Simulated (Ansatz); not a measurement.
# CaF$_{2}$: computed DOS

```
CELL_PARAMETERS angstrom
0.00000 2.73125 2.73125
2.73125 0.00000 2.73125
2.73125 2.73125 0.00000
ATOMIC_POSITIONS crystal
Ca 0.00000 0.00000 0.00000
F 0.25000 0.25000 0.25000
F 0.75000 0.75000 0.75000
```

The cell is COD entry 5000222, as deposited and not checked against the literature; nothing was relaxed.

These are results of DFT, PBEsol, all-electron LAPW, scalar-relativistic in Ansatz 0.2.0, not measurements.

Settings: a Γ-centred 8×8×8 k mesh, Fermi–Dirac smearing of 0.02 eV, basis error target 1 meV/atom, no spin polarisation.

**Question.** Which of the resolved shells contributes most in the top eV of the valence band?

**Answer.** F 2p, with 98 % of all states there; Ca 3p follows with 0 %.

**Question.** Tabulate the density of states.

**Answer.** States per eV and cell, averaged over 0.4 eV, from -2.6 to 0.0 eV, with energies (bin centres) from the valence-band top; empty bins are left out. The partial columns, the largest 3 alone, are projections on Löwdin-orthogonalised atomic shells (those that the program's projection atoms carry: the occupied ones and, for some elements, an empty d or f shell; other empty shells have no column), summed over atoms of an element. Weights on diffuse s and p shells depend on that basis and aren't pure angular character.
```tsv
E (eV)	total	F 2p	Ca 4s	Ca 3p
-2.5	0.81	0.73	0.06	0.00
-2.1	4.22	3.99	0.09	0.03
-1.7	6.71	6.40	0.10	0.05
-1.3	3.55	3.41	0.04	0.02
-0.9	4.34	4.20	0.03	0.02
-0.5	6.81	6.68	0.01	0.03
-0.1	3.55	3.51	0.00	0.01
```
